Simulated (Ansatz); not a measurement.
Crystal: MoSe2.

```
Mo Se
1.0
     3.28800    0.00000    0.00000
    -1.64400    2.84749    0.00000
     0.00000    0.00000   12.90000
Mo Se
2 4
Direct
  0.66667 0.33333 0.75000
  0.33333 0.66667 0.25000
  0.66667 0.33333 0.37500
  0.33333 0.66667 0.87500
  0.66667 0.33333 0.12500
  0.33333 0.66667 0.62500
```

Base run:

```yaml
Program: Ansatz 0.2.0
Functional: BLYP
Potentials_or_basis: Ansatz PAW
Cutoff: "420 eV (not typed: the program's choice for these potentials)"
k_mesh: 9 × 9 × 2
Occupations: fermi-dirac, width 0.05 eV
Spin: no spin polarisation
```

Its results: band gap on the k mesh 0.88 eV, indirect (least direct gap 1.38 eV); pressure 14.9 GPa; largest force 1.490 eV/Å.

Problem. The run is repeated on the same cell with these changes: functional from BLYP to r2SCAN; cutoff from 420 eV (not typed: the program's choice for these potentials) to 500 eV (not typed: the program's choice for these potentials). What comes out?

Solution. Band gap on the k mesh 0.96 eV, indirect (least direct gap 1.48 eV); pressure 6.7 GPa; largest force 0.886 eV/Å.

Caveats: the cell's inner coordinates are idealised or old, which leaves forces on the atoms; the PAW data sets come from PBE, with cores solved anew for the run's functional, which leaves a small shift of forces and pressure; this functional lacks dispersion, which binds the layers, so the pressure and a relaxed spacing across them are unreliable (some runs).
